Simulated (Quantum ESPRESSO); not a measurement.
# C (Fd-3m) in Quantum ESPRESSO: settings compared, part 2 of 3

Quantum ESPRESSO 7.5. The steps go on from the part before.

### Step 4. Phonon dispersion, LDA

File pw.in:

```
&CONTROL
  calculation = 'scf'
  prefix = 'pwscf'
  outdir = './tmp'
  pseudo_dir = './pseudo'
  tprnfor = .true.
  tstress = .true.
  disk_io = 'low'
/
&SYSTEM
  ibrav = 0
  nat = 2
  ntyp = 1
  ecutwfc = 82
  nbnd = 9
  occupations = 'smearing'
  smearing = 'mp'
  degauss = 0.01999163
/
&ELECTRONS
  conv_thr = 4d-10
  electron_maxstep = 120
  mixing_beta = 0.5
/
ATOMIC_SPECIES
C     12.0110 C.upf
CELL_PARAMETERS angstrom
   0.0000000000    1.7833700000    1.7833700000
   1.7833700000    0.0000000000    1.7833700000
   1.7833700000    1.7833700000    0.0000000000
ATOMIC_POSITIONS crystal
C      0.7500000000    0.7500000000    0.7500000000
C      0.5000000000    0.5000000000    0.5000000000
K_POINTS automatic
14 14 14 0 0 0
```

File relax.in:

```
&CONTROL
  calculation = 'vc-relax'
  prefix = 'pwscf'
  outdir = './tmp'
  pseudo_dir = './pseudo'
  tprnfor = .true.
  tstress = .true.
  disk_io = 'low'
  nstep = 40
  forc_conv_thr = 0.0001
  etot_conv_thr = 1d-06
/
&SYSTEM
  ibrav = 0
  nat = 2
  ntyp = 1
  ecutwfc = 82
  nbnd = 9
  occupations = 'smearing'
  smearing = 'mp'
  degauss = 0.01999163
/
&ELECTRONS
  conv_thr = 4d-10
  electron_maxstep = 120
  mixing_beta = 0.5
/
&IONS
  ion_dynamics = 'bfgs'
/
&CELL
  cell_dynamics = 'bfgs'
  press = 0
  press_conv_thr = 0.2
/
ATOMIC_SPECIES
C     12.0110 C.upf
CELL_PARAMETERS angstrom
   0.0000000000    1.7833700000    1.7833700000
   1.7833700000    0.0000000000    1.7833700000
   1.7833700000    1.7833700000    0.0000000000
ATOMIC_POSITIONS crystal
C      0.7500000000    0.7500000000    0.7500000000
C      0.5000000000    0.5000000000    0.5000000000
K_POINTS automatic
14 14 14 0 0 0
```

File scf2.in:

```
&CONTROL
  calculation = 'scf'
  prefix = 'pwscf'
  outdir = './tmp'
  pseudo_dir = './pseudo'
  tprnfor = .true.
  tstress = .true.
  disk_io = 'low'
/
&SYSTEM
  ibrav = 0
  nat = 2
  ntyp = 1
  ecutwfc = 82
  nbnd = 9
  occupations = 'fixed'
/
&ELECTRONS
  conv_thr = 1d-13
  electron_maxstep = 120
  mixing_beta = 0.5
  startingpot = 'file'
  startingwfc = 'file'
/
ATOMIC_SPECIES
C     12.0110 C.upf
CELL_PARAMETERS angstrom
   0.0000000000    1.7685224599    1.7685224599
   1.7685224599    0.0000000000    1.7685224599
   1.7685224599    1.7685224599    0.0000000000
ATOMIC_POSITIONS crystal
C      0.7500000000    0.7500000000    0.7500000000
C      0.5000000000    0.5000000000    0.5000000000
K_POINTS automatic
14 14 14 0 0 0
```

File ph.in:

```
phonon_bands of C
&INPUTPH
  prefix = 'pwscf'
  outdir = './tmp'
  tr2_ph = 1d-16
  fildyn = 'dyn'
  niter_ph = 60
  alpha_mix(1) = 0.7
  epsil = .true.
  ldisp = .true.
  nq1 = 2
  nq2 = 2
  nq3 = 2
/
```

File q2r.in:

```
&INPUT
  fildyn = 'dyn'
  zasr = 'crystal'
  flfrc = 'fc'
/
```

File matdyn.in:

```
&INPUT
  asr = 'crystal'
  flfrc = 'fc'
  flfrq = 'freq'
  q_in_cryst_coord = .true.
  flvec = ' '
/
80
 0.0000000000  0.0000000000  0.0000000000
 0.0454545455  0.0000000000  0.0454545455
 0.0909090909  0.0000000000  0.0909090909
 0.1363636364  0.0000000000  0.1363636364
 0.1818181818  0.0000000000  0.1818181818
 0.2272727273  0.0000000000  0.2272727273
 0.2727272727  0.0000000000  0.2727272727
 0.3181818182  0.0000000000  0.3181818182
 0.3636363636  0.0000000000  0.3636363636
 0.4090909091  0.0000000000  0.4090909091
 0.4545454545  0.0000000000  0.4545454545
 0.5000000000  0.0000000000  0.5000000000
 0.5000000000  0.0500000000  0.5500000000
 0.5000000000  0.1000000000  0.6000000000
 0.5000000000  0.1500000000  0.6500000000
 0.5000000000  0.2000000000  0.7000000000
 0.5000000000  0.2500000000  0.7500000000
 0.4687500000  0.2812500000  0.7500000000
 0.4375000000  0.3125000000  0.7500000000
 0.4062500000  0.3437500000  0.7500000000
 0.3750000000  0.3750000000  0.7500000000
 0.3461538462  0.3461538462  0.6923076923
 0.3173076923  0.3173076923  0.6346153846
 0.2884615385  0.2884615385  0.5769230769
 0.2596153846  0.2596153846  0.5192307692
 0.2307692308  0.2307692308  0.4615384615
 0.2019230769  0.2019230769  0.4038461538
 0.1730769231  0.1730769231  0.3461538462
 0.1442307692  0.1442307692  0.2884615385
 0.1153846154  0.1153846154  0.2307692308
 0.0865384615  0.0865384615  0.1730769231
 0.0576923077  0.0576923077  0.1153846154
 0.0288461538  0.0288461538  0.0576923077
 0.0000000000  0.0000000000  0.0000000000
 0.0454545455  0.0454545455  0.0454545455
 0.0909090909  0.0909090909  0.0909090909
 0.1363636364  0.1363636364  0.1363636364
 0.1818181818  0.1818181818  0.1818181818
 0.2272727273  0.2272727273  0.2272727273
 0.2727272727  0.2727272727  0.2727272727
 0.3181818182  0.3181818182  0.3181818182
 0.3636363636  0.3636363636  0.3636363636
 0.4090909091  0.4090909091  0.4090909091
 0.4545454545  0.4545454545  0.4545454545
 0.5000000000  0.5000000000  0.5000000000
 0.5178571429  0.4642857143  0.5178571429
 0.5357142857  0.4285714286  0.5357142857
 0.5535714286  0.3928571429  0.5535714286
 0.5714285714  0.3571428571  0.5714285714
 0.5892857143  0.3214285714  0.5892857143
 0.6071428571  0.2857142857  0.6071428571
 0.6250000000  0.2500000000  0.6250000000
 0.5937500000  0.2500000000  0.6562500000
 0.5625000000  0.2500000000  0.6875000000
 0.5312500000  0.2500000000  0.7187500000
 0.5000000000  0.2500000000  0.7500000000
 0.5000000000  0.2750000000  0.7250000000
 0.5000000000  0.3000000000  0.7000000000
 0.5000000000  0.3250000000  0.6750000000
 0.5000000000  0.3500000000  0.6500000000
 0.5000000000  0.3750000000  0.6250000000
 0.5000000000  0.4000000000  0.6000000000
 0.5000000000  0.4250000000  0.5750000000
 0.5000000000  0.4500000000  0.5500000000
 0.5000000000  0.4750000000  0.5250000000
 0.5000000000  0.5000000000  0.5000000000
 0.4861111111  0.4861111111  0.5277777778
 0.4722222222  0.4722222222  0.5555555556
 0.4583333333  0.4583333333  0.5833333333
 0.4444444444  0.4444444444  0.6111111111
 0.4305555556  0.4305555556  0.6388888889
 0.4166666667  0.4166666667  0.6666666667
 0.4027777778  0.4027777778  0.6944444444
 0.3888888889  0.3888888889  0.7222222222
 0.3750000000  0.3750000000  0.7500000000
 0.6250000000  0.2500000000  0.6250000000
 0.5937500000  0.1875000000  0.5937500000
 0.5625000000  0.1250000000  0.5625000000
 0.5312500000  0.0625000000  0.5312500000
 0.5000000000  0.0000000000  0.5000000000
```

File matdyn_dos.in:

```
&INPUT
  asr = 'crystal'
  flfrc = 'fc'
  dos = .true.
  fldos = 'phdos'
  nk1 = 21
  nk2 = 21
  nk3 = 21
  deltaE = 7
  flvec = ' '
  flfrq = ' '
/
```

Potentials or basis: PseudoDojo 0.4.1 SR LDA standard.

Command:

```console
> OMP_NUM_THREADS=1 pw.x -in pw.in > pw.out
> OMP_NUM_THREADS=1 pw.x -in relax.in > relax.out
> OMP_NUM_THREADS=1 pw.x -in scf2.in > scf2.out
> OMP_NUM_THREADS=1 ph.x -in ph.in > ph.out
> OMP_NUM_THREADS=1 q2r.x -in q2r.in > q2r.out
> OMP_NUM_THREADS=1 matdyn.x -in matdyn.in > matdyn.out
> OMP_NUM_THREADS=1 matdyn.x -in matdyn_dos.in > matdyn_dos.out
```

pw.out:

```text
This program is part of the open-source Quantum ESPRESSO suite
     for quantum simulation of materials; please cite
[... 9 lines left out ...]
     --------------------
     sticks:   dense  smooth     PW     G-vecs:    dense   smooth      PW
     Sum         511     511    163                 7727     7727    1411

     Using Slab Decomposition

     bravais-lattice index     =            0
     lattice parameter (alat)  =       4.7660  a.u.
     unit-cell volume          =      76.5510 (a.u.)^3
     number of atoms/cell      =            2
     number of atomic types    =            1
     number of electrons       =         8.00
     number of Kohn-Sham states=            9
     kinetic-energy cutoff     =      82.0000  Ry
     charge density cutoff     =     328.0000  Ry
     scf convergence threshold =      4.0E-10
     mixing beta               =       0.5000
     number of iterations used =            8  plain     mixing
     Exchange-correlation= SLA  PW   NOGX NOGC
                           (   1   4   0   0   0   0   0)

     celldm(1)=   4.766014  celldm(2)=   0.000000  celldm(3)=   0.000000
     celldm(4)=   0.000000  celldm(5)=   0.000000  celldm(6)=   0.000000

     crystal axes: (cart. coord. in units of alat)
               a(1) = (   0.000000   0.707107   0.707107 )
               a(2) = (   0.707107   0.000000   0.707107 )
               a(3) = (   0.707107   0.707107   0.000000 )

     reciprocal axes: (cart. coord. in units 2 pi/alat)
               b(1) = ( -0.707107  0.707107  0.707107 )
               b(2) = (  0.707107 -0.707107  0.707107 )
               b(3) = (  0.707107  0.707107 -0.707107 )

     PseudoPot. # 1 for C  read from file:
     C.upf
     Pseudo is Norm-conserving + core correction, Zval =  4.0
     Generated using ONCVPSP code by D. R. Hamann
     Using radial grid of 1234 points,  4 beta functions with:
                l(1) =   0
                l(2) =   0
                l(3) =   1
                l(4) =   1

     atomic species   valence    mass     pseudopotential
     C                 4.00    12.01100     C ( 1.00)

     48 Sym. Ops., with inversion, found (24 have fractional translation)

   Cartesian axes

     site n.     atom                  positions (alat units)
         1        C      tau(   1) = (   1.0606602   1.0606602   1.0606602  )
         2        C      tau(   2) = (   0.7071068   0.7071068   0.7071068  )

     number of k points=   104  Methfessel-Paxton smearing, width (Ry)=  0.0200

     Number of k-points >= 100: set verbosity='high' to print them.

     Dense  grid:     7727 G-vectors     FFT dimensions: (  32,  32,  32)

     Initial potential from superposition of free atoms

     starting charge       7.9999, renormalised to       8.0000
     Starting wfcs are    8 randomized atomic wfcs +    1 random wfcs

     Self-consistent Calculation

     iteration #  1     ecut=    82.00 Ry     beta= 0.50
     Davidson diagonalization with overlap
     ethr =  1.00E-02,  avg # of iterations =  4.6

     total energy              =     -24.12907646 Ry
     estimated scf accuracy    <       0.12275619 Ry

     iteration #  2     ecut=    82.00 Ry     beta= 0.50
     Davidson diagonalization with overlap
     ethr =  1.53E-03,  avg # of iterations =  1.1
[... 50 lines left out ...]
     total energy              =     -24.12854485 Ry
     estimated scf accuracy    <          6.0E-09 Ry

     iteration # 10     ecut=    82.00 Ry     beta= 0.50
     Davidson diagonalization with overlap
     ethr =  7.50E-11,  avg # of iterations =  2.0

     End of self-consistent calculation

     Number of k-points >= 100: set verbosity='high' to print the bands.

     the Fermi energy is    15.4577 ev

!    total energy              =     -24.12854485 Ry
     estimated scf accuracy    <          1.1E-10 Ry
     smearing contrib. (-TS)   =       0.00000000 Ry
     internal energy E=F+TS    =     -24.12854485 Ry

     The total energy is F=E-TS. E is the sum of the following terms:
     one-electron contribution =       8.19703633 Ry
     hartree contribution      =       1.91374320 Ry
     xc contribution           =      -8.66463588 Ry
     ewald contribution        =     -25.57468850 Ry

     convergence has been achieved in  10 iterations

     Forces acting on atoms (cartesian axes, Ry/au):

     atom    1 type  1   force =     0.00000000    0.00000000    0.00000000
     atom    2 type  1   force =     0.00000000    0.00000000    0.00000000

     Total force =     0.000000     Total SCF correction =     0.000000

     Computing stress (Cartesian axis) and pressure

          total   stress  (Ry/bohr**3)                   (kbar)     P=     -112.14
  -0.00076233   0.00000000   0.00000000         -112.14        0.00        0.00
   0.00000000  -0.00076233   0.00000000            0.00     -112.14        0.00
   0.00000000   0.00000000  -0.00076233            0.00        0.00     -112.14

=------------------------------------------------------------------------------=
   JOB DONE.
=------------------------------------------------------------------------------=
```

scf2.out:

```text
This program is part of the open-source Quantum ESPRESSO suite
     for quantum simulation of materials; please cite
[... 9 lines left out ...]
     --------------------
     sticks:   dense  smooth     PW     G-vecs:    dense   smooth      PW
     Sum         511     511    163                 7583     7583    1411
[... 108 lines left out ...]
  -0.00000372   0.00000000  -0.00000000           -0.55        0.00       -0.00
   0.00000000  -0.00000372  -0.00000000            0.00       -0.55       -0.00
  -0.00000000  -0.00000000  -0.00000372           -0.00       -0.00       -0.55

=------------------------------------------------------------------------------=
   JOB DONE.
=------------------------------------------------------------------------------=
```

It took 15 min on 1 thread of Arm Neoverse N1, shared host; peak memory 0.09 GiB.

What came out:

```yaml
Free_energy: -328.2953 eV
Relaxed_volume: 5.53 Å³/atom
Relaxed_cell: a = 2.501 Å, b = 2.501 Å, c = 2.501 Å, α = 60.00°, β = 60.00°, γ = 60.00°
Space_group_after_relaxing_to_0.05_Å: Fd-3m (No. 227)
Pressure_after_relaxing: -0.1 GPa
Band_gap_on_the_k_mesh: 4.20 eV, indirect (least direct gap 5.63 eV)
Electronic_dielectric_tensor_diagonal: 5.70
Born_charges_mean_of_the_diagonal: C +0.00 e
Highest_phonon_frequency: 1350 cm⁻¹
Zero-point_energy: 0.183 eV/atom
```

Step by step:
| step | energy change (eV) | largest force (eV/Å) | pressure (GPa) | volume (Å³) |
| --- | --- | --- | --- | --- |
| 1 | 0.0000 | 0.0000 | -11.21 | 11.34 |
| 2 | 0.0075 | 0.0000 | 16.20 | 10.71 |
| 3 | -0.0100 | 0.0000 | -0.20 | 11.07 |
| 4 | -0.0100 | 0.0000 | 0.01 | 11.06 |

Final structure:
```yaml
crystal:
  lattice:
    - [0.00000, 1.76852, 1.76852]
    - [1.76852, 0.00000, 1.76852]
    - [1.76852, 1.76852, 0.00000]
  atoms:
    - { symbol: C, position: [0.75000, 0.75000, 0.75000] }
    - { symbol: C, position: [0.50000, 0.50000, 0.50000] }
```

Levels at points of the mesh, in eV from the valence-band top:
| k point | band 1 | band 2 | band 3 | band 4 | band 5 | band 6 | band 7 | band 8 |
| --- | --- | --- | --- | --- | --- | --- | --- | --- |
| (0.00, 0.00, 0.00) | -21.69 | 0.00 | 0.00 | 0.00 | 5.63 | 5.63 | 5.63 | 14.09 |
| (0.00, 0.00, -0.50) | -15.70 | -13.67 | -2.87 | -2.87 | 8.53 | 8.53 | 9.39 | 15.63 |
| (0.00, -0.50, -0.50) | -12.82 | -12.82 | -6.47 | -6.47 | 4.82 | 4.82 | 16.99 | 16.99 |

Phonon frequencies in cm⁻¹ (negative: imaginary):
```
              q point                  frequencies
(0.000, 0.000, 0.000)         0 0 0 1322 1322 1322
(0.318, 0.000, 0.318)   599 599 905 1207 1207 1343
(0.500, 0.150, 0.650)  836 836 1100 1100 1191 1191
(0.346, 0.346, 0.692)  694 963 1038 1116 1158 1241
(0.144, 0.144, 0.288)   339 423 624 1288 1288 1330
(0.091, 0.091, 0.091)   142 142 265 1317 1317 1326
(0.409, 0.409, 0.409)  522 522 1004 1241 1241 1292
(0.589, 0.321, 0.589)  669 863 1091 1126 1173 1245
(0.500, 0.275, 0.725)  820 899 1086 1103 1173 1187
(0.500, 0.450, 0.550)  566 597 1079 1224 1233 1250
(0.431, 0.431, 0.639)  630 770 1085 1175 1193 1246
(0.562, 0.125, 0.562)  772 842 1089 1111 1189 1225
```

Electronic dielectric tensor:
```
5.70 0.00 0.00
0.00 5.70 0.00
0.00 0.00 5.70
```

Born effective charge tensors (e):
atom 1, C
```
0.00 0.00 0.00
0.00 0.00 0.00
0.00 0.00 0.00
```
atom 2, C
```
0.00 0.00 0.00
0.00 0.00 0.00
0.00 0.00 0.00
```

Phonon frequencies at the corners of the path (cm⁻¹, interpolated; i marks imaginary ones):
```tsv
point	frequencies
Γ	0 0 0 1322 1322 1322
X	788 788 1100 1100 1218 1218
W	864 864 1098 1098 1175 1175
K	725 950 1059 1121 1140 1236
L	550 550 1078 1231 1231 1263
U	725 950 1059 1121 1140 1236
```

Phonon states per cell in windows of 100 cm⁻¹ (negative: imaginary):
| from (cm⁻¹) | total |
| --- | --- |
| 0 | 0.00 |
| 100 | 0.02 |
| 200 | 0.05 |
| 300 | 0.12 |
| 400 | 0.21 |
| 500 | 0.42 |
| 600 | 0.50 |
| 700 | 0.52 |
| 800 | 0.36 |
| 900 | 0.25 |
| 1000 | 0.53 |
| 1100 | 0.88 |
| 1200 | 1.72 |
| 1300 | 0.38 |

Harmonic thermodynamics per atom at this volume (zero-point energy 182.9 meV, Debye temperature from the second moment 1907 K):
| T (K) | free energy (meV) | entropy (k_B) | heat capacity Cv (k_B) |
| --- | --- | --- | --- |
| 50 | 182.9 | 0.00 | 0.00 |
| 100 | 182.9 | 0.01 | 0.04 |
| 200 | 182.5 | 0.11 | 0.31 |
| 298.15 | 180.8 | 0.31 | 0.75 |
| 500 | 170.2 | 0.92 | 1.62 |
| 800 | 134.2 | 1.85 | 2.30 |

Caveat: this smearing can shift energies of a crystal with a gap; on a mesh that holds Γ this program's dielectric tensor can be off by some percent beyond the error of the mesh; the q mesh is small, so phonon branches between its points and thermal values are rough. LDA gaps usually lie below the measured ones, often by a third to a half.

(Part 2 of 3 ends here.)
